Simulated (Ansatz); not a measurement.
# SiO2 (I-42d): the band gap by level of theory

All numbers come from Ansatz. (Simulation; spin polarisation is off.)

Structure: a 6-atom cell of SiO2 started from a crystallographic database, at its r2SCAN minimum. The symmetry is I-42d (No. 122, tetragonal); a = 4.944 Å, c = 7.316 Å in the conventional setting, 14.90 Å³ an atom. Around Si lie 4 O at 1.61 Å; around O lie 2 Si at 1.61 Å.

```
Si O
1.0
    -2.47196    2.47196    3.65784
     2.47196   -2.47196    3.65784
     2.47196    2.47196   -3.65784
Si O
2 4
Direct
  0.00000 0.00000 0.00000
  0.75000 0.25000 0.50000
  0.97336 0.62500 0.84836
  0.37500 0.22336 0.34836
  0.77664 0.12500 0.15164
  0.87500 0.02664 0.65164
```

Relaxed lattice by functional, symmetry kept:

| functional | k mesh | a (Å) | c (Å) | volume (Å³/atom) |
| --- | --- | --- | --- | --- |
| PBE | 8×8×8 | 5.027 | 7.379 | 15.54 |
| r2SCAN | 6×6×6 | 4.944 | 7.316 | 14.90 |
| PBEsol | 6×6×6 | 4.987 | 7.340 | 15.21 |
| LDA | 6×6×6 | 4.931 | 7.283 | 14.75 |

Gaps on the r2SCAN cell, each the least over its mesh and the special points:

| level | k mesh | gap (eV) | kind | edges | least direct gap (eV) |
| --- | --- | --- | --- | --- | --- |
| LDA | 8×8×8 | 5.71 | direct | Γ | 5.71 |
| PBE | 8×8×8 | 5.94 | direct | Γ | 5.94 |
| r2SCAN | 8×8×8 | 6.56 | direct | Γ | 6.56 |
| HSE06 | 4×4×4 | 7.72 | direct | Γ | 7.72 |
| DDH-PBE0 | 4×4×4 | 10.56 | direct | Γ | 10.56 |
| PBE0 | 4×4×4 | 8.49 | direct | Γ | 8.49 |
| Hartree-Fock | 4×4×4 | 15.95 | direct | Γ | 15.95 |

PBE: smearing of 0.02 eV; the others have fixed occupations.
Wave cutoffs: 420 eV, 500 eV (r2SCAN).

With HSE06 the gap is 7.72 eV and direct, at Γ.

r2SCAN covers 35 % of the step from PBE to HSE06. All these functionals give a gap of the same kind, direct.

r2SCAN (ground state on 6×6×6): ε∞: 2.15 along x and y, 2.16 along z. Born charges, averaged over directions: Si +3.33, O -1.66 e. PBE (ground state on 6×6×6): ε∞: 2.22 along x and y, 2.24 along z. Born charges, averaged over directions: Si +3.32, O -1.66 e.

On the PBEsol cell (a = 4.987 Å, c = 7.340 Å), with PBEsol: The zone-centre optical frequencies run from 131 to 1102 cm⁻¹, none imaginary (the rest of the zone wasn't tested). With the long-range field the highest mode reaches 1209 cm⁻¹. ε∞: 2.23 along x and y, 2.24 along z. With the ions relaxed, ε⁰ is 3.9 along x and y, 4.1 along z. Born charges, averaged over directions: Si +3.33, O -1.66 e.

The meshes of the hybrids are coarse, so their gaps aren't converged to the digits shown.
